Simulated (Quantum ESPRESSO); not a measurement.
# Mo (Im-3m) in Quantum ESPRESSO: notebook

One crystal, Mo, is run at these levels: PBEsol, LDA; tasks: band structure, single point, equation of state.

Program: Quantum ESPRESSO 7.5. These are calculated values, not measurements. Logs are shortened: lines on timing, memory, paths and dates and some standing lists are left out, and cuts for length are marked.

## Step 1: Starting point

The structure is cubic, space group Im-3m (No. 229). Conventional cell: a = 3.168 Å, b = 3.168 Å, c = 3.168 Å, α = 90.00°, β = 90.00°, γ = 90.00°. Around Mo (site symmetry m-3m) lie 8 Mo at 2.74 Å.

## Step 2: Band structure, PBEsol

Input file pw.in:

```
&CONTROL
  calculation = 'scf'
  prefix = 'pwscf'
  outdir = './tmp'
  pseudo_dir = './pseudo'
  tprnfor = .true.
  tstress = .true.
  disk_io = 'low'
/
&SYSTEM
  ibrav = 0
  nat = 1
  ntyp = 1
  ecutwfc = 45
  ecutrho = 360
  nbnd = 13
  occupations = 'smearing'
  smearing = 'fd'
  degauss = 0.00367493
/
&ELECTRONS
  conv_thr = 2d-10
  electron_maxstep = 120
  mixing_beta = 0.5
/
ATOMIC_SPECIES
Mo    95.9500 mo_pbesol_v1.uspp.F.UPF
CELL_PARAMETERS angstrom
  -1.5838089719    1.5838089719    1.5838089719
   1.5838089719   -1.5838089719    1.5838089719
   1.5838089719    1.5838089719   -1.5838089719
ATOMIC_POSITIONS crystal
Mo     0.0000000000    0.0000000000    0.0000000000
K_POINTS automatic
12 12 12 0 0 0
```

Input file bands.in:

```
&CONTROL
  calculation = 'bands'
  prefix = 'pwscf'
  outdir = './tmp'
  pseudo_dir = './pseudo'
  disk_io = 'low'
  verbosity = 'high'
/
&SYSTEM
  ibrav = 0
  nat = 1
  ntyp = 1
  ecutwfc = 45
  ecutrho = 360
  nbnd = 13
  occupations = 'smearing'
  smearing = 'fd'
  degauss = 0.00367493
/
&ELECTRONS
  conv_thr = 1d-08
  electron_maxstep = 120
  mixing_beta = 0.5
  diago_full_acc = .true.
  startingwfc = 'random'
/
ATOMIC_SPECIES
Mo    95.9500 mo_pbesol_v1.uspp.F.UPF
CELL_PARAMETERS angstrom
  -1.5838089719    1.5838089719    1.5838089719
   1.5838089719   -1.5838089719    1.5838089719
   1.5838089719    1.5838089719   -1.5838089719
ATOMIC_POSITIONS crystal
Mo     0.0000000000    0.0000000000    0.0000000000
K_POINTS crystal
60
 0.0000000000  0.0000000000  0.0000000000 1
 0.0416666667 -0.0416666667  0.0416666667 1
 0.0833333333 -0.0833333333  0.0833333333 1
 0.1250000000 -0.1250000000  0.1250000000 1
 0.1666666667 -0.1666666667  0.1666666667 1
 0.2083333333 -0.2083333333  0.2083333333 1
 0.2500000000 -0.2500000000  0.2500000000 1
 0.2916666667 -0.2916666667  0.2916666667 1
 0.3333333333 -0.3333333333  0.3333333333 1
 0.3750000000 -0.3750000000  0.3750000000 1
 0.4166666667 -0.4166666667  0.4166666667 1
 0.4583333333 -0.4583333333  0.4583333333 1
 0.5000000000 -0.5000000000  0.5000000000 1
 0.4375000000 -0.4375000000  0.5000000000 1
 0.3750000000 -0.3750000000  0.5000000000 1
 0.3125000000 -0.3125000000  0.5000000000 1
 0.2500000000 -0.2500000000  0.5000000000 1
 0.1875000000 -0.1875000000  0.5000000000 1
 0.1250000000 -0.1250000000  0.5000000000 1
 0.0625000000 -0.0625000000  0.5000000000 1
 0.0000000000  0.0000000000  0.5000000000 1
 0.0000000000  0.0000000000  0.4444444444 1
 0.0000000000  0.0000000000  0.3888888889 1
 0.0000000000  0.0000000000  0.3333333333 1
 0.0000000000  0.0000000000  0.2777777778 1
 0.0000000000  0.0000000000  0.2222222222 1
 0.0000000000  0.0000000000  0.1666666667 1
 0.0000000000  0.0000000000  0.1111111111 1
 0.0000000000  0.0000000000  0.0555555556 1
 0.0000000000  0.0000000000  0.0000000000 1
 0.0227272727  0.0227272727  0.0227272727 1
 0.0454545455  0.0454545455  0.0454545455 1
 0.0681818182  0.0681818182  0.0681818182 1
 0.0909090909  0.0909090909  0.0909090909 1
 0.1136363636  0.1136363636  0.1136363636 1
 0.1363636364  0.1363636364  0.1363636364 1
 0.1590909091  0.1590909091  0.1590909091 1
 0.1818181818  0.1818181818  0.1818181818 1
 0.2045454545  0.2045454545  0.2045454545 1
 0.2272727273  0.2272727273  0.2272727273 1
 0.2500000000  0.2500000000  0.2500000000 1
 0.2708333333  0.1875000000  0.2708333333 1
 0.2916666667  0.1250000000  0.2916666667 1
 0.3125000000  0.0625000000  0.3125000000 1
 0.3333333333  0.0000000000  0.3333333333 1
 0.3541666667 -0.0625000000  0.3541666667 1
 0.3750000000 -0.1250000000  0.3750000000 1
 0.3958333333 -0.1875000000  0.3958333333 1
 0.4166666667 -0.2500000000  0.4166666667 1
 0.4375000000 -0.3125000000  0.4375000000 1
 0.4583333333 -0.3750000000  0.4583333333 1
 0.4791666667 -0.4375000000  0.4791666667 1
 0.5000000000 -0.5000000000  0.5000000000 1
 0.2500000000  0.2500000000  0.2500000000 1
 0.2083333333  0.2083333333  0.2916666667 1
 0.1666666667  0.1666666667  0.3333333333 1
 0.1250000000  0.1250000000  0.3750000000 1
 0.0833333333  0.0833333333  0.4166666667 1
 0.0416666667  0.0416666667  0.4583333333 1
 0.0000000000  0.0000000000  0.5000000000 1
```

Potentials or basis: GBRV 1.5 PBEsol.

Started as:

```sh
$ OMP_NUM_THREADS=1 mpirun -n 2 pw.x -nk 2 -in pw.in > pw.out
$ OMP_NUM_THREADS=1 mpirun -n 2 pw.x -nk 2 -in bands.in > bands.out
```

pw.out:

```text
This program is part of the open-source Quantum ESPRESSO suite
     for quantum simulation of materials; please cite
[... 6 lines left out ...]
     using ibrav=0 with symmetry is DISCOURAGED, use correct ibrav instead

     K-points division:     npool     =       2
     Subspace diagonalization in iterative solution of the eigenvalue problem:
     a serial algorithm will be used

     G-vector sticks info
     --------------------
     sticks:   dense  smooth     PW     G-vecs:    dense   smooth      PW
     Sum         727     363    139                12479     4321    1061

     Using Slab Decomposition

     bravais-lattice index     =            0
     lattice parameter (alat)  =       5.1840  a.u.
     unit-cell volume          =     107.2420 (a.u.)^3
     number of atoms/cell      =            1
     number of atomic types    =            1
     number of electrons       =        14.00
     number of Kohn-Sham states=           13
     kinetic-energy cutoff     =      45.0000  Ry
     charge density cutoff     =     360.0000  Ry
     scf convergence threshold =      2.0E-10
     mixing beta               =       0.5000
     number of iterations used =            8  plain     mixing
     Exchange-correlation= SLA  PW   PSX  PSC
                           (   1   4  10   8   0   0   0)

     celldm(1)=   5.183968  celldm(2)=   0.000000  celldm(3)=   0.000000
     celldm(4)=   0.000000  celldm(5)=   0.000000  celldm(6)=   0.000000

     crystal axes: (cart. coord. in units of alat)
               a(1) = (  -0.577350   0.577350   0.577350 )
               a(2) = (   0.577350  -0.577350   0.577350 )
               a(3) = (   0.577350   0.577350  -0.577350 )

     reciprocal axes: (cart. coord. in units 2 pi/alat)
               b(1) = ( -0.000000  0.866025  0.866025 )
               b(2) = (  0.866025 -0.000000  0.866025 )
               b(3) = (  0.866025  0.866025  0.000000 )

     PseudoPot. # 1 for Mo read from file:
     mo_pbesol_v1.uspp.F.UPF
     Pseudo is Ultrasoft + core correction, Zval = 14.0
     Generated by new atomic code, or converted to UPF format
     Using radial grid of  889 points,  6 beta functions with:
                l(1) =   0
                l(2) =   0
                l(3) =   1
                l(4) =   1
                l(5) =   2
                l(6) =   2
     Q(r) pseudized with  6 coefficients,  rinner =    1.000   1.000   1.000
                                                       1.000   1.000

     atomic species   valence    mass     pseudopotential
     Mo               14.00    95.95000     Mo( 1.00)

     48 Sym. Ops., with inversion, found

   Cartesian axes

     site n.     atom                  positions (alat units)
         1        Mo     tau(   1) = (   0.0000000   0.0000000   0.0000000  )

     number of k points=    72  Fermi-Dirac smearing, width (Ry)=  0.0037
                       cart. coord. in units 2pi/alat
        k(    1) = (   0.0000000   0.0000000   0.0000000), wk =   0.0011574
        k(    2) = (   0.0721688   0.0721688   0.0000000), wk =   0.0138889
        k(    3) = (   0.1443376   0.1443376   0.0000000), wk =   0.0138889
        k(    4) = (   0.2165064   0.2165064   0.0000000), wk =   0.0138889
        k(    5) = (   0.2886751   0.2886751   0.0000000), wk =   0.0138889
        k(    6) = (   0.3608439   0.3608439   0.0000000), wk =   0.0138889
[... 64 lines left out ...]
        k(   71) = (  -0.8660254  -0.0721688  -0.0721688), wk =   0.0138889
        k(   72) = (  -0.8660254  -0.8660254  -0.8660254), wk =   0.0011574

     Dense  grid:    12479 G-vectors     FFT dimensions: (  32,  32,  32)

     Smooth grid:     4321 G-vectors     FFT dimensions: (  24,  24,  24)

     Initial potential from superposition of free atoms

     starting charge      13.9990, renormalised to      14.0000
     Starting wfcs are   13 randomized atomic wfcs

     Self-consistent Calculation

     iteration #  1     ecut=    45.00 Ry     beta= 0.50
     Davidson diagonalization with overlap
     ethr =  1.00E-02,  avg # of iterations =  4.0

     Threshold (ethr) on eigenvalues was too large:
     Diagonalizing with lowered threshold

     Davidson diagonalization with overlap
     ethr =  2.92E-04,  avg # of iterations =  1.6

     total energy              =    -139.33307124 Ry
     estimated scf accuracy    <       0.04160155 Ry

     iteration #  2     ecut=    45.00 Ry     beta= 0.50
     Davidson diagonalization with overlap
     ethr =  2.97E-04,  avg # of iterations =  2.0

     negative rho (up, down):  4.960E-06 0.000E+00

     total energy              =    -139.33992754 Ry
     estimated scf accuracy    <       0.00134381 Ry

     iteration #  3     ecut=    45.00 Ry     beta= 0.50
     Davidson diagonalization with overlap
     ethr =  9.60E-06,  avg # of iterations =  2.5

     negative rho (up, down):  8.213E-06 0.000E+00

     total energy              =    -139.33998300 Ry
     estimated scf accuracy    <       0.00024180 Ry

     iteration #  4     ecut=    45.00 Ry     beta= 0.50
     Davidson diagonalization with overlap
     ethr =  1.73E-06,  avg # of iterations =  1.2

     negative rho (up, down):  7.965E-06 0.000E+00

     total energy              =    -139.33998984 Ry
     estimated scf accuracy    <       0.00000234 Ry

     iteration #  5     ecut=    45.00 Ry     beta= 0.50
     Davidson diagonalization with overlap
     ethr =  1.67E-08,  avg # of iterations =  3.0

     negative rho (up, down):  7.498E-06 0.000E+00

     total energy              =    -139.33999168 Ry
     estimated scf accuracy    <       0.00000033 Ry

     iteration #  6     ecut=    45.00 Ry     beta= 0.50
     Davidson diagonalization with overlap
     ethr =  2.36E-09,  avg # of iterations =  2.0

     negative rho (up, down):  7.341E-06 0.000E+00

     total energy              =    -139.33999173 Ry
     estimated scf accuracy    <       0.00000001 Ry

     iteration #  7     ecut=    45.00 Ry     beta= 0.50
     Davidson diagonalization with overlap
     ethr =  9.09E-11,  avg # of iterations =  2.1

     negative rho (up, down):  7.296E-06 0.000E+00

     total energy              =    -139.33999173 Ry
     estimated scf accuracy    <          1.3E-09 Ry

     iteration #  8     ecut=    45.00 Ry     beta= 0.50
     Davidson diagonalization with overlap
     ethr =  9.26E-12,  avg # of iterations =  2.0

     negative rho (up, down):  7.294E-06 0.000E+00

     End of self-consistent calculation

          k = 0.0000 0.0000 0.0000 (   555 PWs)   bands (ev):

   -40.3780 -13.6918 -13.6918 -13.6918  13.6166  19.5079  19.5079  19.5079
    22.4534  22.4534  35.5454  35.5454  35.5454

          k = 0.0722 0.0722 0.0000 (   553 PWs)   bands (ev):

   -40.3616 -13.7874 -13.7214 -13.6924  13.9154  19.3413  19.4760  19.7896
    22.2224  22.4593  35.7573  36.0481  36.1026

          k = 0.1443 0.1443 0.0000 (   563 PWs)   bands (ev):

   -40.3168 -14.0436 -13.8016 -13.6943  14.7073  18.9174  19.3255  20.6083
    21.8986  22.4986  36.0477  37.0848  37.4663

          k = 0.2165 0.2165 0.0000 (   555 PWs)   bands (ev):

   -40.2550 -14.3826 -13.9091 -13.6970  15.5799  18.3986  19.2848  21.8784
    21.9415  22.6114  35.4979  36.7643  39.5894

          k = 0.2887 0.2887 0.0000 (   549 PWs)   bands (ev):

   -40.1924 -14.7107 -14.0148 -13.6996  15.8607  17.9336  20.0917  22.2591
    22.8021  23.4200  34.2128  34.9534  41.3785

          k = 0.3608 0.3608 0.0000 (   541 PWs)   bands (ev):

   -40.1462 -14.9444 -14.0910 -13.7016  15.6965  17.6203  21.4758  22.5487
    23.0031  24.8573  33.0446  33.1156  38.8675

          k =-0.4330-0.4330 0.0000 (   546 PWs)   bands (ev):

   -40.1292 -15.0287 -14.1187 -13.7024  15.5930  17.5105  22.3688  22.4806
    23.0927  25.4995  32.1899  32.6992  37.8600

          k = 0.1443 0.0722 0.0722 (   557 PWs)   bands (ev):

   -40.3311 -13.9636 -13.7540 -13.7157  14.4689  19.1317  19.2447  20.3962
    21.8868  22.5409  36.1636  36.7863  36.9313

          k = 0.2165 0.1443 0.0722 (   554 PWs)   bands (ev):

   -40.2777 -14.2493 -13.8505 -13.7270  15.3700  18.6738  19.0006  21.5088
    21.6992  22.7040  36.2524  37.1003  38.2055

          k = 0.2887 0.2165 0.0722 (   550 PWs)   bands (ev):

   -40.2154 -14.5651 -13.9726 -13.7321  16.0275  18.1785  19.2218  21.8752
    22.8677  23.0622  35.0529  36.0042  40.1170

          k = 0.3608 0.2887 0.0722 (   549 PWs)   bands (ev):

   -40.1610 -14.8302 -14.0783 -13.7358  16.0057  17.8016  20.2744  22.2705
    23.1040  24.6714  33.5936  34.1708  39.1702

          k = 0.4330 0.3608 0.0722 (   542 PWs)   bands (ev):

   -40.1293 -14.9801 -14.1389 -13.7378  15.8253  17.6010  21.2862  22.4181
    23.4569  25.8744  32.2293  33.1754  37.6633

          k = 0.2887 0.1443 0.1443 (   552 PWs)   bands (ev):

   -40.2239 -14.4949 -13.9458 -13.7735  16.2101  18.4064  18.6148  21.6109
    22.8765  23.1281  35.7560  36.5316  38.9270

          k = 0.3608 0.2165 0.1443 (   548 PWs)   bands (ev):

   -40.1695 -14.7142 -14.0863 -13.7949  16.5851  18.0122  19.0356  21.8672
    23.1528  24.8580  34.1691  35.4680  38.6245
[... 243 lines left out ...]
   -40.0423 -14.8253 -14.3719 -14.1713  16.5371  17.5521  20.0836  21.1350
    25.1135  28.1930  31.3163  34.5882  37.8097

          k =-0.7939-0.1443-0.2165 (   541 PWs)   bands (ev):

   -40.0262 -14.7437 -14.4924 -14.2231  16.5733  17.0058  20.2513  22.2310
    24.4388  28.5975  31.7674  33.4286  38.9771

          k =-0.7217-0.1443-0.1443 (   541 PWs)   bands (ev):

   -40.0150 -14.6509 -14.6509 -14.2224  16.6624  16.6624  20.1402  23.6435
    23.6435  31.0263  31.0263  31.0704  40.1421

          k =-0.0000-0.0000 0.5774 (   534 PWs)   bands (ev):

   -40.0474 -14.5725 -14.3781 -14.3781  16.7544  17.0046  21.5286  21.5286
    23.0709  25.7539  35.4792  35.4792  36.9856

          k = 0.0000-0.0722 0.6495 (   538 PWs)   bands (ev):

   -40.0115 -14.6681 -14.4635 -14.4047  16.2935  16.6062  21.8523  22.1460
    24.2013  27.3473  32.9336  33.6004  38.5256

          k =-0.8660-0.1443-0.1443 (   540 PWs)   bands (ev):

   -39.9983 -14.7209 -14.4945 -14.3958  16.1426  16.4371  21.8554  22.3143
    24.9306  29.1723  30.7646  32.7017  39.6157

          k =-0.7939-0.0722-0.1443 (   535 PWs)   bands (ev):

   -39.9880 -14.6669 -14.5778 -14.4213  16.0354  16.1792  22.0012  23.4701
    24.4636  29.1483  31.4261  31.5793  39.9636

          k = 0.0000 0.0000 0.7217 (   534 PWs)   bands (ev):

   -39.9781 -14.6155 -14.5509 -14.5509  15.8208  15.9962  23.4037  23.4037
    24.2608  28.2440  31.7300  31.7300  39.5244

          k =-0.8660-0.0722-0.0722 (   526 PWs)   bands (ev):

   -39.9659 -14.6432 -14.5825 -14.5565  15.6827  15.7395  23.7218  23.9169
    24.8007  29.6108  30.1159  30.7743  40.5521

          k =-0.8660-0.8660-0.8660 (   490 PWs)   bands (ev):

   -39.9538 -14.6142 -14.6142 -14.6142  15.5021  15.5021  24.7540  24.7540
    24.7540  29.7198  29.7198  29.7198  40.0476

     the Fermi energy is    20.7826 ev

!    total energy              =    -139.33999173 Ry
     estimated scf accuracy    <          6.5E-11 Ry
     smearing contrib. (-TS)   =      -0.00018442 Ry
     internal energy E=F+TS    =    -139.33980731 Ry

     The total energy is F=E-TS. E is the sum of the following terms:
     one-electron contribution =     -18.86866253 Ry
     hartree contribution      =      17.88550862 Ry
     xc contribution           =     -19.19560228 Ry
     ewald contribution        =    -119.16105111 Ry

     convergence has been achieved in   8 iterations

     negative rho (up, down):  7.294E-06 0.000E+00

     Forces acting on atoms (cartesian axes, Ry/au):

     atom    1 type  1   force =     0.00000000    0.00000000    0.00000000

     Total force =     0.000000     Total SCF correction =     0.000000

     Computing stress (Cartesian axis) and pressure

     negative rho (up, down):  7.294E-06 0.000E+00
          total   stress  (Ry/bohr**3)                   (kbar)     P=     -104.10
  -0.00070769  -0.00000000  -0.00000000         -104.10       -0.00       -0.00
  -0.00000000  -0.00070769  -0.00000000           -0.00     -104.10       -0.00
   0.00000000  -0.00000000  -0.00070769            0.00       -0.00     -104.10

=------------------------------------------------------------------------------=
   JOB DONE.
=------------------------------------------------------------------------------=
```

Run time: 8.1 s. Hardware: 2 MPI ranks of Intel Xeon Platinum 8375C at 2.90GHz (Ice Lake), shared host; peak memory 0.18 GiB.

Results:

| Quantity | Value |
| --- | --- |
| Free energy | -1895.8172 eV |
| Pressure | -10.4 GPa |
| Band gap on the k mesh | none (metal or under the smearing width) |

Levels at the corners of the path, in eV from the Fermi level:
| point | band 5 | band 6 | band 7 | band 8 | band 9 | band 10 |
| --- | --- | --- | --- | --- | --- | --- |
| Γ | -7.17 | -1.27 | -1.27 | -1.27 | 1.67 | 1.67 |
| H | -5.28 | -5.28 | 3.97 | 3.97 | 3.97 | 8.94 |
| N | -5.19 | -3.27 | 1.59 | 1.70 | 2.31 | 4.72 |
| Γ | -7.17 | -1.27 | -1.27 | -1.27 | 1.67 | 1.67 |
| P | -2.54 | -2.54 | -2.54 | 2.43 | 2.43 | 9.37 |
| H | -5.28 | -5.28 | 3.97 | 3.97 | 3.97 | 8.94 |
| P | -2.54 | -2.54 | -2.54 | 2.43 | 2.43 | 9.37 |
| N | -5.19 | -3.27 | 1.59 | 1.70 | 2.31 | 4.72 |

(Part 1 of 2 ends here.)
